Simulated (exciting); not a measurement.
Input of an exciting (release sodium) run:

Contents of input.xml:

```xml
<input>
  <title>CdTe</title>
  <structure speciespath="./" tshift="false">
    <crystal scale="1">
      <basevect>0.000000000000 6.056572229426 6.056572229426</basevect>
      <basevect>6.056572229426 0.000000000000 6.056572229426</basevect>
      <basevect>6.056572229426 6.056572229426 0.000000000000</basevect>
    </crystal>
    <species speciesfile="Te.xml" rmt="2.3">
      <atom coord="0.750000000000 0.750000000000 0.750000000000"/>
    </species>
    <species speciesfile="Cd.xml" rmt="2.3">
      <atom coord="0.000000000000 0.000000000000 0.000000000000"/>
    </species>
  </structure>
  <groundstate do="fromscratch" ngridk="7 7 7" rgkmax="9" gmaxvr="14" lmaxapw="10" lmaxmat="10" lmaxvr="8" xctype="GGA_PBE" stype="Fermi Dirac" swidth="0.00183747" nempty="10" ValenceRelativity="iora*" epsengy="1e-05" epspot="1e-05" maxscl="60" tforce="true" outputlevel="normal"/>
</input>
```

Potentials or basis: all-electron LAPW+lo, shipped species files, valence relativity iora*.

Command:

```sh
$ OMP_NUM_THREADS=1 exciting_smp
```

**Question.** What does it give for the band gap on the k mesh?

**Answer.** 0.87 eV, direct.

Caveat: spin-orbit coupling is left out, which moves the levels of the heavy elements.

**Measured values to compare with.**

From a printed reference work, data compilation, for a bulk crystal of CdTe at 0 K: band gap 1.607 eV.

A measured gap of CdTe is 1.607 eV (0 K; a printed reference work, data compilation); the calculated 0.87 eV misses it by -0.74 eV. Spin-orbit coupling on Cd, Te is left out. The value is that of PBE, without temperature or zero-point motion. Semilocal functionals fall short of measured gaps as a rule.
